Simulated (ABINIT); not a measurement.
Planning a run of ABINIT 10.8.3 on AlN (F-43m). The input:

```
acell 3*1.0 Angstrom
rprim 
  -0.000000000000 2.183993559600 2.183993559600
  2.183993559600 -0.000000000000 2.183993559600
  2.183993559600 2.183993559600 -0.000000000000
ntypat 2
znucl 13 7
natom 2
typat 1 2
xred 
  0.000000000000 0.000000000000 0.000000000000
  0.750000000000 0.750000000000 0.750000000000
pp_dirpath "pseudos"
pseudos "Al.upf, N.upf"
ecut 36
ngkpt 6 6 6
nshiftk 1
shiftk 0 0 0
kptopt 1
chksymbreak 0
istwfk *1
occopt 1
irdwfk 1
optdriver 3
nband 99
ecuteps 8
inclvkb 2
awtr 1
symchi 1
irdqps 1
gwcalctyp 28
nqptdm 15
qptdm 
  0.1666666667 0.0000000000 0.0000000000
  0.3333333333 0.0000000000 0.0000000000
  0.5000000000 0.0000000000 0.0000000000
  0.1666666667 0.1666666667 0.0000000000
  0.3333333333 0.1666666667 0.0000000000
  0.5000000000 0.1666666667 0.0000000000
  -0.3333333333 0.1666666667 0.0000000000
  -0.1666666667 0.1666666667 0.0000000000
  0.3333333333 0.3333333333 0.0000000000
  0.5000000000 0.3333333333 0.0000000000
  -0.3333333333 0.3333333333 0.0000000000
  0.5000000000 0.5000000000 0.0000000000
  0.5000000000 0.3333333333 0.1666666667
  -0.3333333333 0.3333333333 0.1666666667
  -0.3333333333 0.5000000000 0.1666666667
indata_prefix "in"
outdata_prefix "out"
tmpdata_prefix "tmp"
```

```sh
OMP_NUM_THREADS=1 mpirun -n 4 abinit run.abi > log; mrgscr < mrgscr.stdin
```

Q: How long will it take on 4 MPI ranks of Intel Xeon Platinum 8375C at 2.90GHz (Ice Lake), shared host, and how much memory?

It took 40 s; on shared hardware allow 20 s to 80 s. Peak host memory was 0.75 GiB.

[Paths, hosts, dates, memory and timing lines, banners, echoed tables and standing remarks are left out of the program output.]

[Logs are printed without paths, hosts, clocks, repeated set-up lines and the standing remarks that a program may print on its own settings, such as how far it seeks lower states.]

[Runs of the session that timed out or met a known fault of the program may be left out.]

[Hosts, paths, dates, database ids (printed as entryN), source tags and the programs' standing remarks are cut or masked in the printed files.]

[G0W0 gaps are taken among the corrected bands and points alone; a level outside them can change the order at an edge.]

[Where Ansatz stands beside ABINIT at settings called matched, ABINIT's density can come from a denser mesh and the files from another edition; pairs whose starting gaps differed by over 0.03 eV were left out, so agreement reads better than it is.]
